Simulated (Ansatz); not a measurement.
## Pb under changes of volume

One of the cells (30.323 Å³/atom); the others are scaled copies at fixed shape and fractional positions:

```
Pb
1.0
     0.00000    2.47502    2.47502
     2.47502    0.00000    2.47502
     2.47502    2.47502    0.00000
Pb
1
Direct
  0.00000 0.00000 0.00000
```

- Program: Ansatz 0.2.0
- Functional: revPBE
- Dispersion: D3(BJ)
- Potentials or basis: Ansatz PAW
- Cutoff: 420 eV (not typed: the program's choice for these potentials)
- k mesh: 9 × 9 × 9
- Occupations: fermi-dirac, width 0.05 eV
- Spin: no spin polarisation

```tsv
volume (Å³/atom)	energy over the lowest point (meV/atom)	pressure (GPa)
28.503	11.36	2.7
29.110	3.48	1.5
29.716	0.00	0.4
30.323	0.44	-0.6
30.929	4.33	-1.4
31.535	11.15	-2.1
32.142	?	?
```

Question: What does the run at 32.142 Å³/atom give?

Answer: Energy over the lowest point 20.51 meV/atom; pressure -2.8 GPa.

Worked out: A Birch-Murnaghan fit of order 3 (a polynomial in V^(-2/3)) to the other rows has its minimum at 29.94 Å³/atom with B0 = V·E''(V) = 48 GPa and B' = 5.5. It gives 20.64 meV/atom at 32.142 Å³/atom, against the run's 20.51, and -dE/dV = -2.8 GPa, against -2.8.

Energies are extrapolated to zero smearing.

Caveats: pairwise dispersion overbinds metals, which lowers pressure and volume; the PAW data sets come from PBE, with cores solved anew for the run's functional, which leaves a small shift of forces and pressure.
